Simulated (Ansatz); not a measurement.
CdS built on the zincblende prototype: a single-point calculation in the plane-wave code Ansatz (HSE06). The cell was relaxed with r2SCAN and then strained (uniaxial -2.0 % along z, other directions held), with the atoms relaxed again with r2SCAN; k points keep the names of the unstrained zone.

```yaml
crystal:
  lattice:
    - [0.0, 2.939214843, 2.8804305462]
    - [2.939214843, 0.0, 2.8804305462]
    - [2.939214843, 2.939214843, 0.0]
  atoms:
    - { symbol: Cd, position: [0.0, 0.0, 0.0] }
    - { symbol: S, position: [0.25, 0.25, 0.25] }
kpoints:
  mp_grid: { grid: [6, 6, 6] }
  band_path:
    path:
      - [0.0, 0.0, 0.0]
      - [-0.5, -0.5, 0.0]
      - [-0.375, -0.375, 0.25]
      - [-0.375, 0.0, 0.375]
      - [0.0, 0.0, 0.5]
      - [-0.5, -0.25, 0.25]
    npoints: 1
hamiltonian:
  xc: hse06
scf:
  occupations: { method: fixed }
  n_extra_bands: 4
output:
  forces: true
  stress: true
  eigenvalues: true
```

The output follows, shortened, with numbered blanks.
```
Pseudopotential: Cd, paw, valence charge 20, recommended cutoff 420 eV (normal)
Pseudopotential: S, paw, valence charge 6, recommended cutoff 420 eV (normal)
Functional definition: HSE06
Crystal: 2 atoms, lattice volume = 49.768 Å³
[1]
Bands: 17, of which v1, the nominal top of the filled ones, is band 13 counted from 1 (12 counted from 0)
Symmetry: 8 space group operations
Space group: I-4m2 (ITA 119)
k-points: 30 of 216 (time reversal used)
[warm-up without exact exchange]
SCF 1 stopped early in 2 iterations: F = -9157.805148 eV  dr2 = 8.04e-6
[exact exchange on]
Exchange kernel: α = 0.2500, screened, ω = 0.2079 Å⁻¹, Wigner–Seitz truncation, v(0) = 1046.7467 eV·Å³, q-mesh 6×6×6
SCF 2 stopped early in 6 iterations: F = -9162.186873 eV  dr2 = 1.04e-6
hybrid outer 1: dexx = +7.795e-3 eV, tail = 2.32e-5 eV
SCF 3 converged in 4 iterations: F = -9162.186910 eV  dr2 = 3.80e-9
hybrid outer 2: dexx = +2.017e-7 eV, tail = 2.78e-8 eV, Δε = 2.46e-3 eV
hybrid SCF converged: 2 outer / 10 inner (+2 warm-up)
Free energy (F): -9162.186910 eV
[2]
--- Stress (GPa, compression-positive) ---
        1.368752       0.000000       0.000000
        0.000000       1.368752       0.000000
        0.000000       0.000000       1.742234
  P = ⅓ Tr σ = 1.4932 GPa (14.932 kbar)
--- Band table (eV; the first three rows and the last of 30) ---
[3]
```

The rows of the band table are 0: (0, 0, 0) = Γ, 1: (0, 0, 1/6), 2: (0, 0, 1/3), 29: (-1/2, -1/2, 0) = X.

**Question.** Give the withheld lines. They hold the Fermi energy and the band table, cutoff and plane waves at Γ.

**Answer.**
```
[1]
Basis set: ecut = 420 eV, 941 PW (Γ)
[2]
Fermi energy:    6.261737 eV
[3]
  k-point 0: bands = […, -2.6451, -2.1746, -2.1672, 6.2019, 6.2019, 6.2617, 8.3776, 13.9260, 13.9260, 13.9352]
  k-point 1: bands = […, -2.5369, -2.1741, -2.1694, 4.6948, 5.9785, 6.0308, 9.5341, 13.5534, 14.2463, 14.2902]
  k-point 2: bands = […, -2.1625, -2.1546, -2.1315, 2.6100, 5.5701, 5.6447, 10.2883, 14.0883, 14.4071, 14.5653]
  k-point 29: bands = […, -2.3116, -2.0867, -1.6359, 2.1088, 4.1667, 4.1667, 10.6337, 11.5753, 16.8640, 18.4455]
```
The trailing digits, and the zero of the energies, depend on the potentials and thresholds.

The HSE06 gap is direct at Γ: 2.12 eV. The gap is the least over the mesh and the extra points. The mean pressure is +1.5 GPa (compression positive), so HSE06 would enlarge the cell's volume. (The program warns that its thresholds are loose for a hybrid's stress.)

**Question.** What wall time did it need on 1 × NVIDIA H100 80GB HBM3 with 2 threads of AMD EPYC 7R13 Processor (Zen 3), on a shared host, load about 1.4 per core, and what peak of host memory did it reach?

**Answer.** About 39 s, with a peak of 2.5 GiB.

No spin polarisation and no zero-point or thermal motion.

The runs are scalar-relativistic, without spin-orbit coupling.

The meshes of the hybrids are coarse, so their gaps aren't converged to the digits shown.
